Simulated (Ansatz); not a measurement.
# Ge (Cmcm) in Ansatz: notebook, part 2 of 2

Ansatz 0.2.0. The steps go on from the part before.

**3. Single point, HF**

The input, input:

```
crystal:
  lattice:
    - [1.488052925, -2.59468961, 0.0]
    - [1.488052925, 2.59468961, 0.0]
    - [0.0, 0.0, 4.72759579]
  atoms:
    - { symbol: Ge, position: [0.33344663, 0.66655337, 0.25] }
    - { symbol: Ge, position: [0.66655337, 0.33344663, 0.75] }
hamiltonian:
  xc: hf
  pseudopotentials: { kind: paw }
kpoints:
  mp_grid: { grid: [5, 5, 3] }
scf:
  occupations: { method: fermi_dirac, width: 0.05 }
output:
  forces: true
  stress: true
  eigenvalues: true
  write_density: true
  write_potential: true
  elf: true
  volumetric_format: npy
```

Potentials or basis: Ansatz PAW.

Run time: 12 s. Hardware: 1 × NVIDIA H100 80GB HBM3 with 2 threads of AMD EPYC 7R13 (Zen 3), shared host; peak memory 1.5 GiB.

It converged, with:

* Free energy: -8509.6604 eV
* Pressure: 10.8 GPa
* Largest force: 0.094 eV/Å
* Band gap on the k mesh: none (metal or under the smearing width)

Forces in eV/Å, atoms in the order of the input:
```
Ge   0.000 -0.094  0.000
Ge   0.000  0.094  0.000
```

Stress tensor (GPa, compression positive):
```
 5.92  0.00  0.00
 0.00  8.19  0.00
 0.00  0.00 18.23
```

Levels at points of the mesh, in eV from the Fermi level:
```
           k point  band 12  band 13  band 14  band 15  band 16  band 17
(0.00, 0.00, 0.00)   -12.19    -9.72    12.32    12.48    14.91    14.96
```

Caveat: the k mesh is coarse (spacing up to 0.49 Å⁻¹), so the values aren't converged, least of all with exact exchange; the PAW data sets come from PBE, with cores solved anew for the run's functional, which leaves a small shift of forces and pressure; the thresholds are loose for stress.

**4. Relaxation of cell and atoms, HF**

input, as its differences from that of step 3:

```diff
@@ -23 +23,5 @@
   volumetric_format: npy
+relax:
+  f_tol: 0.01
+  max_steps: 40
+  cell: { stress_tol: 0.05 }
```

Potentials or basis: Ansatz PAW.

Output:

```text
GPUs: using 1 of 1 available (devices: 1).
Engine: ansatz 0.2.0, x86_64-unknown-linux-gnu
Pseudopotentials: kind: paw
Pseudopotential: Ge, paw, valence charge 14, recommended cutoff 420 eV (normal), Ge.paw.azcp
Functional definition: HF
  exchange = exact_x
  correlation = 0
device memory: the entry about to start is reckoned to put 0.5 GiB on a device that reports 46.0 GiB free (of which the cap on the GPU budget leaves the run 18.0 GiB)
GPU FFT provider: cuFFT
GPU libraries: cuBLAS 13.8.2, cuFFT 12.4.0, cuSOLVER 12.3.4
Crystal: 2 atoms, lattice volume = 36.507 Å³
Basis set: ecut = 420 eV, 695 PW (Γ)
Bands: 18, of which v1, the nominal top of the filled ones, is band 14 counted from 1 (13 counted from 0)
Symmetry: 8 space group operations
Space group: Cmcm (ITA 63), of the structure as read, at distance tolerance 3.3e-5 Å
k-points: 18 of 75
Non-local potential: Ge, projectors of the file, l = 0: 2, l = 1: 2, l = 2: 3, l = 3: 1
PAW form: soft (Blöchl's): semilocal exchange-correlation on the pseudo side does not see the compensation charge
PAW frozen core: Ge, regenerated for the run's functional, and the local potential with it (the file was generated under x = pbe(κ = 0.804, μ = 0.2195149727645171), c = pbe(β = 0.06672455060314922))
PAW one-centre angular grid: Ge, 590 points (default); XC on 64 Gauss nodes
Initial density: superposition of atomic densities (neutral atoms: chi_scale 0, normalization atom), corrected by the library's trained network
Initial wavefunctions: pseudopotential atomic-orbital guess
GPU buffer pool allocated for 12800 grid points (all kernels)
[... 858 lines left out ...]
  E_hartree    = 1934.368916
  E_xc         = 0.000000
  E_vxc        = 0.000000  (∫ρ·V_xc dr)
  E_exx        = -480.435134  (= α·E_x^exact, valence–valence)
  E_paw        = -3622.005669  (= ΣΔE_a)
  E_vpaw       = -98.995183  (= ΣTr[D̂ρ^β])
  E_aug_tail   = 0.000539  (compensation charges beyond the density's cutoff)
  E_ewald      = -2961.884956
  E_core_change = -2.869920  (= ΣΔE_core)
  E_smearing   = -0.002999  (= −TS)
  E_closure    = -0.000000  (closes the sum)
  Σ components = -8509.840199   (vs F -8509.840199, Δ=0.00e0)
--- Forces (eV/Å), atoms counted from 1 ---
  atom   1  Ge     0.00000000     0.00005828     0.00000000
  atom   2  Ge     0.00000000    -0.00005828     0.00000000
  max |Σ_I F_I| component: 0.00e0 eV/Å
--- Stress (GPa, compression-positive) ---
        0.011988       0.000000       0.000000
        0.000000      -0.020188       0.000000
        0.000000       0.000000       0.010480
  P = ⅓ Tr σ = 0.0008 GPa (0.008 kbar)
--- Band table (eV; the first three rows and the last of 18) ---
  k-point 0: bands = ["-29.2061", "-29.1982", "-29.1875", "-29.1846", "-29.1827", "-29.1810", "-29.1741", "-29.1477", "-29.1306", "-29.1112", "-9.2959", "-2.1598", "1.3416", "21.3126", "22.1586", "23.7216", "24.1767", "24.6356"]
  k-point 1: bands = ["-29.2081", "-29.2031", "-29.1904", "-29.1871", "-29.1838", "-29.1824", "-29.1586", "-29.1385", "-29.1350", "-29.1178", "-8.3937", "-5.5975", "7.1640", "18.1441", "21.9545", "22.7232", "23.2876", "23.8392"]
  k-point 2: bands = ["-29.2121", "-29.1918", "-29.1824", "-29.1806", "-29.1733", "-29.1660", "-29.1635", "-29.1562", "-29.1306", "-29.1192", "-8.1312", "-0.8671", "2.8323", "14.3575", "18.5217", "19.8300", "22.8372", "23.5747"]
  k-point 17: bands = ["-29.2180", "-29.2073", "-29.2030", "-29.1881", "-29.1536", "-29.1430", "-29.1404", "-29.1376", "-29.1298", "-29.1181", "-3.8388", "-1.2183", "3.7168", "6.8801", "14.7760", "18.1103", "19.6784", "20.7625"]
--- Relaxed structure (7 steps of the walk, 7 accepted, 2 SCFs on fresh bases) ---
  F+E_penalty+E_count = -8509.84019873 eV   max|allowed force component| = 5.828e-5 eV/Å   (the final SCF, on the basis selected at the relaxed cell)
  cell:  # Å, volume = 41.6802 Å³
    - [1.5209272268014027, -2.7291851275423658, 0.0]
    - [1.5209272268014027, 2.7291851275423658, 0.0]
    - [0.0, 0.0, 5.020626998106145]
  atoms:
    - { symbol: Ge, position: [0.33685060328338157, 0.6631493967166184, 0.25] }
    - { symbol: Ge, position: [0.6631493967166184, 0.33685060328338157, 0.75] }
```

v_z.tsv:

```text
# z_ang	v_es[eV]	v_tot[eV]
# format = ansatz-planar-average/11
# xc	hf
# density_cutoff_ev	1680
# datasets	Ge=:simpson_from_first_knot:soft:fock:shift=355783
# lattice	1.520927227	-2.729185128	0.000000000
# lattice	1.520927227	2.729185128	0.000000000
# lattice	0.000000000	0.000000000	5.020626998
# sites	2
# site	32	1.520927227	0.890529814	1.255156750
# site	32	1.520927227	-0.890529814	3.765470249
0.000000	1.088807e1	1.088807e1
0.139462	1.062415e1	1.062415e1
0.278924	9.787628e0	9.787628e0
0.418386	8.189086e0	8.189086e0
0.557847	5.990065e0	5.990065e0
0.697309	3.727310e0	3.727310e0
[... 28 lines left out ...]
4.741703	9.787628e0	9.787628e0
4.881165	1.062415e1	1.062415e1
```

Wall time 2 min (1 × NVIDIA H100 80GB HBM3 with 2 threads of AMD EPYC 7R13 (Zen 3), shared host); peak memory 1.7 GiB.

What came out:

* Free energy: -8509.8402 eV
* Relaxed volume: 20.84 Å³/atom
* Relaxed cell: a = 3.124 Å, b = 3.124 Å, c = 5.021 Å, α = 90.00°, β = 90.00°, γ = 121.74°
* Space group after relaxing (to 0.05 Å): Cmcm (No. 63)
* Energy gained by relaxing: 89.9 meV/atom
* Ionic steps: 9
* Pressure after relaxing: 0.0 GPa
* Band gap on the k mesh: none (metal or under the smearing width)

The path:
| step | energy change (eV) | largest force (eV/Å) | volume (Å³) |
| --- | --- | --- | --- |
| 1 | 0.0000 | 0.0936 | 36.51 |
| 2 | -0.1549 | 0.0429 | 39.62 |
| 3 | -0.1770 | 0.0014 | 41.39 |
| 4 | -0.1774 | 0.0084 | 41.67 |
| 5 | -0.1774 | 0.0072 | 41.70 |
| 6 | -0.1798 | 0.0072 | 41.70 |
| 7 | -0.1798 | 0.0014 | 41.72 |
| 8 | -0.1799 | 0.0000 | 41.68 |
| 9 | -0.1798 | 0.0001 | 41.68 |

Final structure:
```
Ge
1.0
     1.52093   -2.72919    0.00000
     1.52093    2.72919    0.00000
     0.00000    0.00000    5.02063
Ge
2
Cartesian
  1.5209 0.8905 1.2552
  1.5209 -0.8905 3.7655
```

Caveat: the k mesh is coarse (spacing up to 0.49 Å⁻¹), so the values aren't converged, least of all with exact exchange; the plane-wave basis is chosen anew once the cell has moved, so the energies of steps on either side of that aren't comparable; the PAW data sets come from PBE, with cores solved anew for the run's functional, which leaves a small shift of forces and pressure.

**5. Overview**

```tsv
task	level	cell	cutoff (eV)	gap on the mesh (eV)	pressure (GPa)	largest force (eV/Å)
single point	r2SCAN50	as given	500	none	-0.2	0.10
single point	HF	as given	420	none	10.8	0.09
relaxation of cell and atoms	HF	relaxed	420	none	0.0	-
```

Alike in all rows: potentials or basis Ansatz PAW; no spin polarisation; k mesh 5 × 5 × 3; smearing fermi-dirac 0.05 eV; the mesh is coarse, so values aren't converged.

Caveats: all runs use coarse meshes; the PAW data sets come from PBE, with cores solved anew for the run's functional, which leaves a small shift of forces and pressure; the thresholds are loose for stress (some runs); the plane-wave basis is chosen anew once the cell has moved, so the energies of steps on either side of that aren't comparable (some runs).

Total energies depend on the potentials used, so only differences within one code and one set of settings carry meaning.
